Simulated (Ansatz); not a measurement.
# BAs: the cost of one run

Method: DFT r2SCAN, scalar-relativistic, plane waves, PAW, in Ansatz 0.2.0.

1 further run of the same task is left out (set aside as unsound or not needed).

### 1 The starting structure

It takes space group F-43m (No. 216, cubic). Conventional cell: a = 4.784 Å, b = 4.784 Å, c = 4.784 Å, α = 90.00°, β = 90.00°, γ = 90.00°. B (site symmetry -43m) has 4 As at 2.07 Å in its first shell of neighbours. As (site symmetry -43m) has 4 B at 2.07 Å in its first shell of neighbours.

As a file:

```xyz
2
Lattice="0.0000 2.3919 2.3919 2.3919 0.0000 2.3919 2.3919 2.3919 0.0000" Properties=species:S:1:pos:R:3 pbc="T T T"
B     0.0000    0.0000    0.0000
As    3.5879    3.5879    3.5879
```

This cell was relaxed beforehand with the same method: volume 13.68 Å³/atom, gap on the mesh 1.37 eV.

### 2 The slab

Planes are indexed in the bulk's conventional cell (F-43m (No. 216)), a = 4.784 Å, b = 4.784 Å, c = 4.784 Å, α = 90.00°, β = 90.00°, γ = 90.00°.

A (110) slab, 6.8 Å thick as cut, with 17 Å of vacuum; its outer planes are BAs (top) and BAs (bottom).

The slab as cut. Layers, bottom to top:

```csv
plane,atoms per cell,height over the lowest (Å)
1,BAs,0.00
2,BAs,1.69
3,BAs,3.38
4,BAs,5.07
5,BAs,6.77
```

### 3 Relaxing the clean slab

File input.yaml:

```yaml
crystal:
  lattice:
    - [3.3826817416, 0.0, 0.0]
    - [0.0, 4.7838343962, 0.0]
    - [0.0, 0.0, 23.7653634832]
  atoms:
    - { symbol: B, position: [0.5, 0.5, 0.3576633703] }
    - { symbol: As, position: [0.0, 0.25, 0.3576633703] }
    - { symbol: B, position: [0.0, 0.0, 0.4288316852] }
    - { symbol: As, position: [0.5, 0.75, 0.4288316852] }
    - { symbol: B, position: [0.5, 0.5, 0.5] }
    - { symbol: As, position: [0.0, 0.25, 0.5] }
    - { symbol: B, position: [0.0, 0.0, 0.5711683148] }
    - { symbol: As, position: [0.5, 0.75, 0.5711683148] }
    - { symbol: B, position: [0.5, 0.5, 0.6423366297] }
    - { symbol: As, position: [0.0, 0.25, 0.6423366297] }
basis:
  ecutwfc: 500
kpoints:
  mp_grid: { grid: [8, 6, 1] }
hamiltonian:
  xc: r2scan
scf:
  occupations: { method: gaussian, width: 0.05 }
output:
  forces: true
  eigenvalues: true
  write_density: true
  write_potential: true
  elf: true
  volumetric_format: npy
relax:
  adjacent_minimum: "off"
  f_tol: 0.03
  max_steps: 70
  constraints: [{ sites: [0, 1, 2, 3] }]
efield:
  axis: 3
  dipole_correction: true
  ramp_width: 0.04
```

On the command line:

```bash
$ ansatz run input.yaml --threads 4 --pin off --max-ram 10240MiB --backend cpu --events-out ev --progress --plain --runs-dir out
```

**Question.** How long does this run take on 4 threads of Intel Xeon at 2.50GHz (Skylake/Cascade Lake), shared host, and how much memory does it need?

About 4.9 min, with a peak of 1.7 GiB.
